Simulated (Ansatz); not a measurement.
CoO under changes of volume

One of the cells (11.411 Å³/atom); the others are scaled copies at fixed shape and fractional positions:

```xyz
2
Lattice="1.6022 0.9250 2.5665 -1.6022 0.9250 2.5665 0.0000 -1.8501 2.5665" Properties=species:S:1:pos:R:3 pbc="T T T"
Co    0.0000    0.0000    7.6915
O     0.0000    0.0000    5.7824
```

Measurements of this composition are mostly on another form, of space group No. 225.

```yaml
Program: Ansatz 0.2.0
Functional: LDA
Potentials_or_basis: all-electron LAPW, scalar-relativistic
Cutoff: 455 eV (chosen from the basis error)
Basis_error_allowed: 0.001 eV/atom
k_mesh: 10 × 10 × 10
Occupations: fermi-dirac, width 0.05 eV
Spin: collinear spin, ferromagnetic start
Starting_moments: "[2.0, 0.0] μB"
```

```csv
volume (Å³/atom),energy over the lowest point (meV/atom),pressure (GPa),moment (μB per cell),largest force (eV/Å)
10.727,0.00,-13.9,1.89,0.271
10.955,20.28,-13.2,2.31,0.244
11.183,39.97,-14.5,2.49,0.215
11.411,61.58,-15.9,2.63,0.188
11.640,85.13,-17.3,2.74,0.163
11.868,?,?,?,?
12.096,138.41,-20.2,2.88,0.121
```

**Question.** What does the run at 11.868 Å³/atom give?

**Answer.** Energy over the lowest point 110.73 meV/atom; pressure -18.8 GPa; moment 2.82 μB per cell; largest force 0.140 eV/Å.

Worked out: A Birch-Murnaghan fit of order 3 (a polynomial in V^(-2/3)) to the other rows has no minimum within the range. It gives 110.40 meV/atom at 11.868 Å³/atom, against the run's 110.73, and -dE/dV = -18.8 GPa, against -18.8. A parabola through the other rows of the moment, of slope 0.179 μB per Å³/atom there, gives 2.85 μB, against the run's 2.82.

Energies are extrapolated to zero smearing.

Caveats: a cell with one magnetic atom can't hold antiferromagnetic order, which such compounds often take.
